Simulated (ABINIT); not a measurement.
# AlN (F-43m) in ABINIT: a series of runs

The runs below take AlN through equation of state, band structure, with LDA, PBE, LDA-Teter, RPBE.

Program: ABINIT 10.8.3 (patched build). These are calculated values, not measurements. Logs are shortened: lines on timing, memory, paths and dates and some standing lists are left out, and cuts for length are marked. The log counts tension as positive stress, the text compression.

### Step 1. The crystal as given

The structure is cubic, space group F-43m (No. 216). Conventional cell: a = 4.368 Å, b = 4.368 Å, c = 4.368 Å, α = 90.00°, β = 90.00°, γ = 90.00°. Al (site symmetry -43m) is surrounded by 4 N at 1.89 Å. Around N (site symmetry -43m) lie 4 Al at 1.89 Å.

Measurements of this composition are mostly on another form, of space group No. 186.

### Step 2. Equation of state, LDA

The input, run.abi:

```
# Datasets: one volume each
ndtset 7
getwfk -1
scalecart1 3*0.9795861087
scalecart2 3*0.9864848297
scalecart3 3*0.9932883884
scalecart4 3*1.0000000000
scalecart5 3*1.0066227096
scalecart6 3*1.0131594038
scalecart7 3*1.0196128224

# Pseudopotentials
pp_dirpath "./"
pseudos "Al.LDA_PW-JTH.xml, N.LDA_PW-JTH.xml"

# Structure
acell 3.0886333121 3.0886333121 3.0886333121 Angstrom
rprim
     0.0000000000     0.7071067812     0.7071067812
     0.7071067812     0.0000000000     0.7071067812
     0.7071067812     0.7071067812     0.0000000000
ntypat 2
znucl 13 7
natom 2
typat 1 2
xred
     0.0000000000     0.0000000000     0.0000000000
     0.2500000000     0.2500000000     0.2500000000

# Plane-wave basis
ecut 843.552974 eV
pawecutdg 53.0

# k points
kptopt 1
ngkpt 10 10 10
nshiftk 1
shiftk 0.0 0.0 0.0

# Exchange and correlation
ixc 7

# Bands and occupations
nband 8
occopt 3
tsmear 0.00183747

# SCF cycle
nstep 100
tolvrs 1.0e-9

# Output
iomode 3
prtwf 1
prtden 0
prteig 0
prtebands 0
```

Potentials or basis: JTH PAW LDA v2.0.

Started as:

```sh
$ abinit run.abi > log 2>&1
```

run.abo:

```text
.Version 10.8.3 of ABINIT
 DATASET    1 : space group F-4 3 m (#216); Bravais cF (face-center cubic)
================================================================================
 Values of the parameters that define the memory need for DATASET  1.
     intxc =       0    ionmov =       0      iscf =      17    lmnmax =       8
     lnmax =       4     mgfft =      30  mpssoang =       2    mqgrid =    3001
     natom =       2  nloc_mem =       2    nspden =       1   nspinor =       1
    nsppol =       1      nsym =      24    n1xccc =       1    ntypat =       2
    occopt =       3   xclevel =       1
       mpw =        1103          nfft =       27000          nkpt =          47
 PAW method is used; the additional fine FFT grid is defined by:
   mgfftf=        40    nfftf =     64000
================================================================================
================================================================================
[... 71 lines left out ...]
 DATASET    7 : space group F-4 3 m (#216); Bravais cF (face-center cubic)
================================================================================
 Values of the parameters that define the memory need for DATASET  7.
     intxc =       0    ionmov =       0      iscf =      17    lmnmax =       8
     lnmax =       4     mgfft =      30  mpssoang =       2    mqgrid =    3001
     natom =       2  nloc_mem =       2    nspden =       1   nspinor =       1
    nsppol =       1      nsym =      24    n1xccc =       1    ntypat =       2
    occopt =       3   xclevel =       1
       mpw =        1244          nfft =       27000          nkpt =          47
 PAW method is used; the additional fine FFT grid is defined by:
   mgfftf=        40    nfftf =     64000
================================================================================
================================================================================

--------------------------------------------------------------------------------
------------- Echo of variables that govern the present computation ------------
--------------------------------------------------------------------------------
 -outvars: echo values of preprocessed input variables --------
            acell      5.8366710632E+00  5.8366710632E+00  5.8366710632E+00 Bohr
              amu      2.69815390E+01  1.40067400E+01
             ecut      3.10000000E+01 Hartree
           getwfk          -1
              ixc           7
           jdtset        1    2    3    4    5    6    7
         kptrlatt       10    0    0      0   10    0      0    0   10
          kptrlen1     5.71752189E+01
          kptrlen2     5.75778746E+01
          kptrlen3     5.79749759E+01
          kptrlen4     5.83667106E+01
          kptrlen5     5.87532564E+01
          kptrlen6     5.91347817E+01
          kptrlen7     5.95114466E+01
            natom           2
            nband           8
           ndtset           7
            ngfft          30      30      30
          ngfftdg          40      40      40
             nkpt          47
            nstep         100
             nsym          24
           ntypat           2
           occopt           3
        pawecutdg      5.30000000E+01 Hartree
           prtden           0
        prtebands           0
           prteig           0
            rprim1     0.0000000000E+00  6.9267198023E-01  6.9267198023E-01
                       6.9267198023E-01  0.0000000000E+00  6.9267198023E-01
                       6.9267198023E-01  6.9267198023E-01  0.0000000000E+00
            rprim2     0.0000000000E+00  6.9755011263E-01  6.9755011263E-01
                       6.9755011263E-01  0.0000000000E+00  6.9755011263E-01
                       6.9755011263E-01  6.9755011263E-01  0.0000000000E+00
            rprim3     0.0000000000E+00  7.0236095512E-01  7.0236095512E-01
                       7.0236095512E-01  0.0000000000E+00  7.0236095512E-01
                       7.0236095512E-01  7.0236095512E-01  0.0000000000E+00
            rprim4     0.0000000000E+00  7.0710678120E-01  7.0710678120E-01
                       7.0710678120E-01  0.0000000000E+00  7.0710678120E-01
                       7.0710678120E-01  7.0710678120E-01  0.0000000000E+00
            rprim5     0.0000000000E+00  7.1178974407E-01  7.1178974407E-01
                       7.1178974407E-01  0.0000000000E+00  7.1178974407E-01
                       7.1178974407E-01  7.1178974407E-01  0.0000000000E+00
            rprim6     0.0000000000E+00  7.1641188486E-01  7.1641188486E-01
                       7.1641188486E-01  0.0000000000E+00  7.1641188486E-01
                       7.1641188486E-01  7.1641188486E-01  0.0000000000E+00
            rprim7     0.0000000000E+00  7.2097514092E-01  7.2097514092E-01
                       7.2097514092E-01  0.0000000000E+00  7.2097514092E-01
                       7.2097514092E-01  7.2097514092E-01  0.0000000000E+00
          spgroup         216
           tolvrs      1.00000000E-09
           tsmear      1.83747000E-03 Hartree
            typat      1  2
           useylm           1
           xangst1     0.0000000000E+00  0.0000000000E+00  0.0000000000E+00
                       1.0697048763E+00  1.0697048763E+00  1.0697048763E+00
           xangst2     0.0000000000E+00  0.0000000000E+00  0.0000000000E+00
                       1.0772382574E+00  1.0772382574E+00  1.0772382574E+00
           xangst3     0.0000000000E+00  0.0000000000E+00  0.0000000000E+00
                       1.0846677216E+00  1.0846677216E+00  1.0846677216E+00
           xangst4     0.0000000000E+00  0.0000000000E+00  0.0000000000E+00
                       1.0919967798E+00  1.0919967798E+00  1.0919967798E+00
           xangst5     0.0000000000E+00  0.0000000000E+00  0.0000000000E+00
                       1.0992287574E+00  1.0992287574E+00  1.0992287574E+00
           xangst6     0.0000000000E+00  0.0000000000E+00  0.0000000000E+00
                       1.1063668064E+00  1.1063668064E+00  1.1063668064E+00
           xangst7     0.0000000000E+00  0.0000000000E+00  0.0000000000E+00
                       1.1134139187E+00  1.1134139187E+00  1.1134139187E+00
            xcart1     0.0000000000E+00  0.0000000000E+00  0.0000000000E+00
                       2.0214492517E+00  2.0214492517E+00  2.0214492517E+00
            xcart2     0.0000000000E+00  0.0000000000E+00  0.0000000000E+00
                       2.0356852788E+00  2.0356852788E+00  2.0356852788E+00
            xcart3     0.0000000000E+00  0.0000000000E+00  0.0000000000E+00
                       2.0497249314E+00  2.0497249314E+00  2.0497249314E+00
            xcart4     0.0000000000E+00  0.0000000000E+00  0.0000000000E+00
                       2.0635748442E+00  2.0635748442E+00  2.0635748442E+00
            xcart5     0.0000000000E+00  0.0000000000E+00  0.0000000000E+00
                       2.0772413012E+00  2.0772413012E+00  2.0772413012E+00
            xcart6     0.0000000000E+00  0.0000000000E+00  0.0000000000E+00
                       2.0907302589E+00  2.0907302589E+00  2.0907302589E+00
            xcart7     0.0000000000E+00  0.0000000000E+00  0.0000000000E+00
                       2.1040473711E+00  2.1040473711E+00  2.1040473711E+00
             xred      0.0000000000E+00  0.0000000000E+00  0.0000000000E+00
                       2.5000000000E-01  2.5000000000E-01  2.5000000000E-01
            znucl       13.00000    7.00000

================================================================================

 chkinp: Checking input parameters for consistency, jdtset=   1.

 chkinp: Checking input parameters for consistency, jdtset=   2.
[... 40 lines left out ...]
 getcut: wavevector=  0.0000  0.0000  0.0000  ngfft=  40  40  40
         ecut(hartree)=     53.000   => boxcut(ratio)=   2.13476

--- Pseudopotential description ------------------------------------------------
- pspini: atom type   1  psp file is ./Al.LDA_PW-JTH.xml
 Pseudopotential format is: paw10
 basis_size (lnmax)=  4 (lmn_size=  8), orbitals=   0   0   1   1
 Spheres core radius: rc_sph= 1.90363307
 Shapefunction is SIN type: shapef(r)=[sin(pi*r/rshp)/(pi*r/rshp)]**2
 Radius for shape functions =  1.60786206
 Compensation charge density is not taken into account in XC energy/potential

- pspini: atom type   2  psp file is ./N.LDA_PW-JTH.xml
 Pseudopotential format is: paw10
 basis_size (lnmax)=  4 (lmn_size=  8), orbitals=   0   0   1   1
 Spheres core radius: rc_sph= 1.20497474
 Shapefunction is SIN type: shapef(r)=[sin(pi*r/rshp)/(pi*r/rshp)]**2
 Radius for shape functions =  1.00243812
 Compensation charge density is not taken into account in XC energy/potential

  -1.24649991E+01                                ecore*ucvol(ha*bohr**3)
--------------------------------------------------------------------------------

[... 1227 lines left out ...]
-Cartesian components of stress tensor (GPa)         [Pressure= -1.4139E+01 GPa]
- sigma(1 1)=  1.41392754E+01  sigma(3 2)=  0.00000000E+00
- sigma(2 2)=  1.41392754E+01  sigma(3 1)=  0.00000000E+00
- sigma(3 3)=  1.41392754E+01  sigma(2 1)=  0.00000000E+00

== END DATASET(S) ==============================================================
================================================================================

 -outvars: echo values of variables after computation  --------
            acell      5.8366710632E+00  5.8366710632E+00  5.8366710632E+00 Bohr
           etotal1    -1.2276974148E+01
           etotal2    -1.2277669708E+01
           etotal3    -1.2277906838E+01
           etotal4    -1.2277729398E+01
           etotal5    -1.2277176781E+01
           etotal6    -1.2276284271E+01
           etotal7    -1.2275085712E+01
            fcart1    -0.0000000000E+00 -0.0000000000E+00 -0.0000000000E+00
                      -0.0000000000E+00 -0.0000000000E+00 -0.0000000000E+00
            fcart2    -0.0000000000E+00 -0.0000000000E+00 -0.0000000000E+00
                      -0.0000000000E+00 -0.0000000000E+00 -0.0000000000E+00
            fcart3    -0.0000000000E+00 -0.0000000000E+00 -0.0000000000E+00
                      -0.0000000000E+00 -0.0000000000E+00 -0.0000000000E+00
            fcart4    -0.0000000000E+00 -0.0000000000E+00 -0.0000000000E+00
                      -0.0000000000E+00 -0.0000000000E+00 -0.0000000000E+00
            fcart5    -0.0000000000E+00 -0.0000000000E+00 -0.0000000000E+00
                      -0.0000000000E+00 -0.0000000000E+00 -0.0000000000E+00
[... 38 lines left out ...]
                       0.0000000000E+00  0.0000000000E+00  0.0000000000E+00
           xangst1     0.0000000000E+00  0.0000000000E+00  0.0000000000E+00
                       1.0697048763E+00  1.0697048763E+00  1.0697048763E+00
           xangst2     0.0000000000E+00  0.0000000000E+00  0.0000000000E+00
                       1.0772382574E+00  1.0772382574E+00  1.0772382574E+00
           xangst3     0.0000000000E+00  0.0000000000E+00  0.0000000000E+00
                       1.0846677216E+00  1.0846677216E+00  1.0846677216E+00
           xangst4     0.0000000000E+00  0.0000000000E+00  0.0000000000E+00
                       1.0919967798E+00  1.0919967798E+00  1.0919967798E+00
           xangst5     0.0000000000E+00  0.0000000000E+00  0.0000000000E+00
                       1.0992287574E+00  1.0992287574E+00  1.0992287574E+00
           xangst6     0.0000000000E+00  0.0000000000E+00  0.0000000000E+00
                       1.1063668064E+00  1.1063668064E+00  1.1063668064E+00
           xangst7     0.0000000000E+00  0.0000000000E+00  0.0000000000E+00
                       1.1134139187E+00  1.1134139187E+00  1.1134139187E+00
             xred      0.0000000000E+00  0.0000000000E+00  0.0000000000E+00
                       2.5000000000E-01  2.5000000000E-01  2.5000000000E-01
 Calculation completed.
```

Run time: 69 s. Hardware: 1 thread of Arm Neoverse V1, shared host; peak memory 0.12 GiB.

Results:

| Quantity | Value |
| --- | --- |
| Equilibrium volume | 10.22 Å³/atom |
| Bulk modulus | 211 GPa |
| Pressure derivative of the bulk modulus | 3.9 |

Energy against volume, from the lowest point:
```tsv
volume (Å³/atom)	energy (meV/atom)
9.792	12.69
10.001	3.23
10.209	0.00
10.417	2.41
10.626	9.93
10.834	22.08
11.042	38.38
```

Caveat: pressures at fixed basis lie under the slope of the energies.

### Step 3. Band structure, PBE

The input, run.abi:

```
# Datasets: ground state, then fixed potential
ndtset 2

# Pseudopotentials
pp_dirpath "./"
pseudos "Al.GGA_PBE-JTH.xml, N.GGA_PBE-JTH.xml"

# Structure
acell 3*1.0 Angstrom
rprim
     0.0000000000     2.1839935596     2.1839935596
     2.1839935596     0.0000000000     2.1839935596
     2.1839935596     2.1839935596     0.0000000000
ntypat 2
znucl 13 7
natom 2
typat 1 2
xred
     0.0000000000     0.0000000000     0.0000000000
     0.2500000000     0.2500000000     0.2500000000

# Plane-wave basis
ecut 25.0
pawecutdg 47.0

# Exchange and correlation
ixc 11

# Bands and occupations
occopt 3
tsmear 0.00183747

# SCF cycle
nstep 100

# Output
iomode 3
prtwf 0
prteig 0
prtebands 0
enunit 1
prtden1 1

# Dataset 1
kptopt1 1
ngkpt1 10 10 10
nshiftk1 1
shiftk1 0.0 0.0 0.0
nband1 8
tolvrs1 1.0e-9

# Dataset 2: bands along G-X-W-K-G-L-U-W-L-K
iscf2 -2
getden2 1
nband2 12
nbdbuf2 2
tolwfr2 1.0e-12
kptopt2 -9
ndivsm2 8
prteig2 1
prtvol2 -3
kptbounds2
     0.0000000000     0.0000000000     0.0000000000
     0.5000000000     0.0000000000     0.5000000000
     0.5000000000     0.2500000000     0.7500000000
     0.3750000000     0.3750000000     0.7500000000
     0.0000000000     0.0000000000     0.0000000000
     0.5000000000     0.5000000000     0.5000000000
     0.6250000000     0.2500000000     0.6250000000
     0.5000000000     0.2500000000     0.7500000000
     0.5000000000     0.5000000000     0.5000000000
     0.3750000000     0.3750000000     0.7500000000
```

Potentials or basis: JTH PAW PBE v2.0.

Started as:

```sh
$ abinit run.abi > log 2>&1
```

Wall time 34 s (1 thread of Arm Neoverse V1, shared host); peak memory 0.12 GiB.

The run converged. Its results:

```yaml
Free_energy: -332.8988 eV
Band_gap_on_the_k_mesh: 3.30 eV, indirect (least direct gap 4.18 eV)
Valence_electrons_inside_the_program's_atomic_spheres: Al 0.90; N 2.64
```

Levels at the corners of the path, in eV from the valence-band top:
```tsv
point	band 1	band 2	band 3	band 4	band 5	band 6	band 7	band 8
Γ	-14.99	0.00	0.00	0.00	4.18	12.54	12.54	12.54
X	-12.31	-4.91	-1.78	-1.78	3.30	8.60	13.94	15.71
W	-12.25	-3.79	-3.44	-2.70	6.04	11.42	11.96	12.15
K	-12.33	-4.26	-3.64	-1.38	5.15	10.09	13.06	14.15
Γ	-14.99	0.00	0.00	0.00	4.18	12.54	12.54	12.54
L	-12.95	-5.87	-0.48	-0.48	7.36	9.85	11.13	11.13
U	-12.33	-4.26	-3.64	-1.38	5.15	10.09	13.06	14.15
W	-12.25	-3.79	-3.44	-2.70	6.04	11.42	11.96	12.15
L	-12.95	-5.87	-0.48	-0.48	7.36	9.85	11.13	11.13
K	-12.33	-4.26	-3.64	-1.38	5.15	10.09	13.06	14.15
```

Caveat: the cutoff is too short for stress, so the log's stress isn't used. A k mesh can miss the band edges.

(Continued in part 2 of 2.)
